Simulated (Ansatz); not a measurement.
Li₂O (anti-fluorite, Fm-3m), DFT-r²SCAN in the program Ansatz with PAW potentials: ε∞ = 2.74, cell volume 23.90 Å³. Infrared-active transverse modes:

| ω_TO (cm⁻¹) | oscillator strength S_xx (e²/amu) |
|---|---|
| 459.4 | 0.4351 |

Question: Compute the static dielectric constant.

Answer: Each mode adds (4.921e7/V) S/ω²: 4.24. So ε0 = 6.98.

Question: What LO frequency does the Lyddane–Sachs–Teller relation give?

Answer: ω_LO = ω_TO √(ε0/ε∞) = 734 cm⁻¹.

The r²SCAN relaxation kept the symmetry of its start; phonons on a q-mesh show no instability. The volume moved by -21 % from the start of the relaxation. The volume fell by over 15 % from the filed cell, which may lack light atoms or belong to other conditions.

Potentials: the later of the program's two PAW sets.
